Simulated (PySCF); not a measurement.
Isomers of [C4H10N]+ (charge +1), one GFN2-xTB conformer each. Single-point energies are computed at PBE0/pcSseg-1 (PySCF, gas phase, no added dispersion term), electronic only.

| SMILES | GFN2-xTB relative energy (kJ/mol) |
| --- | --- |
| C1CC[NH2+]C1 | 0.0 |
| [NH3+]C1CCC1 | 80.6 |
| [NH3+]CC1CC1 | 118.4 |
| CC=[N+](C)C | 8.7 |
| C[NH2+]C1CC1 | 101.5 |

Conformers: `[CH2:1]1[CH2:2][CH2:3][NH2+:4][CH2:5]1` (charge +1) with C5–C1–C2–C3 -18°, C1–C2–C3–N4 -9°, C2–C3–N4–C5 33°, C3–N4–C5–C1 -44°; `[NH3+:1][CH:2]1[CH2:3][CH2:4][CH2:5]1` (charge +1) with N1–C2–C3–C4 -127°, C2–C3–C4–C5 10°, C3–C4–C5–C2 -10°, N1–C2–C5–C4 127°; `[NH3+:1][CH2:2][CH:3]1[CH2:4][CH2:5]1` (charge +1) with N1–C2–C3–C4 -73°; `[CH3:1][NH2+:2][CH:3]1[CH2:4][CH2:5]1` (charge +1) with C1–N2–C3–C4 -85°.

Q: What does PBE0/pcSseg-1 give for the same structures?

A: 
| SMILES | PBE0/pcSseg-1 E (Eh) | PBE0/pcSseg-1 (kJ/mol) | GFN2-xTB (kJ/mol) | point group |
| --- | --- | --- | --- | --- |
| C1CC[NH2+]C1 | -212.67090 | 0.0 | 0.0 | C1 |
| CC=[N+](C)C | -212.65576 | 39.8 | 8.7 | near Cs |
| [NH3+]C1CCC1 | -212.64102 | 78.5 | 80.6 | Cs |
| [NH3+]CC1CC1 | -212.63853 | 85.0 | 118.4 | C1 |
| C[NH2+]C1CC1 | -212.63254 | 100.7 | 101.5 | C1 |

Both levels put the same isomer lowest; measured from each level's own lowest isomer, the values differ by up to 33.4 kJ/mol ([NH3+]CC1CC1: 118.4 against 85.0). As drawn, the highest has a three-membered ring, which the lowest lacks. Neighbours under 21 kJ/mol apart ([NH3+]C1CCC1 and [NH3+]CC1CC1; [NH3+]CC1CC1 and C[NH2+]C1CC1) can change places with a better method, another conformer or zero-point energy.

Q: Which frontier levels and rotational constants go with these structures?

A: 
```tsv
SMILES	HOMO (eV, PBE0/pcSseg-1)	LUMO (eV)	A, B, C (MHz)
C1CC[NH2+]C1	-14.17	-4.44	6720, 6501, 3830
CC=[N+](C)C	-14.32	-6.73	8815, 3869, 2829
[NH3+]C1CCC1	-13.58	-4.66	9345, 4173, 3367
[NH3+]CC1CC1	-12.92	-4.70	11504, 3193, 2844
C[NH2+]C1CC1	-13.73	-4.32	11998, 3232, 2909
```
